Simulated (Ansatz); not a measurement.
The system is BaTiO3 (Barioperovskite).

```
Ba Ti O
1.0
     3.98550    0.00000    0.00000
     0.00000    2.83690    2.84515
     0.00000   -2.83690    2.84515
Ba Ti O
1 1 3
Direct
  0.00000 0.00000 0.00000
  0.50000 0.51240 0.51240
  0.50000 0.99184 0.50524
  0.50000 0.50524 0.99184
  0.00000 0.48740 0.48740
```

- Program: Ansatz 0.2.0
- Task: single point
- Functional: PBE
- Potentials or basis: Ansatz PAW
- Cutoff: 420 eV (not typed: the program's choice for these potentials)
- k mesh: 7 × 7 × 7
- Occupations: fermi-dirac, width 0.05 eV
- Spin: no spin polarisation

On this cell: pressure 2.3 GPa; largest force 0.270 eV/Å; band gap on the k mesh 1.98 eV, indirect (least direct gap 2.08 eV).

The same run follows on a disturbed copy (atoms moved at random, drawn with an rms of 0.05 Å):

```xyz
5
Lattice="3.9855 0.0000 0.0000 0.0000 2.8369 2.8451 0.0000 -2.8369 2.8451" Properties=species:S:1:pos:R:3 pbc="T T T"
Ba    0.0021   -0.0176    0.0169
Ti    2.0084   -0.0190    2.9397
O     1.9943    1.3448    4.2117
O     2.0598   -1.4399    4.3012
O     0.0209   -0.0364    2.8232
```

**Question.** What does the disturbed cell give?

**Answer.** The energy moves by +2.7 meV/atom; pressure 3.0 GPa; largest force 0.639 eV/Å; band gap on the k mesh 2.01 eV, indirect (least direct gap 2.16 eV).

Forces in eV/Å, atoms in the order of the input:
```
Ba   0.112 -0.096  0.172
Ti  -0.041  0.192  0.083
O    0.060  0.070  0.303
O   -0.253  0.069 -0.582
O    0.122 -0.235  0.024
```

Stress tensor (GPa, compression positive):
```
 2.89  0.04 -0.03
 0.04  3.08  1.17
-0.03  1.17  2.90
```

Caveats: odd divisions of the mesh miss points on the zone boundary, where band edges often lie, so the gap on the mesh can be too wide; spin-orbit coupling is left out, which moves the levels of the heavy elements.

A k mesh can miss the band edges.
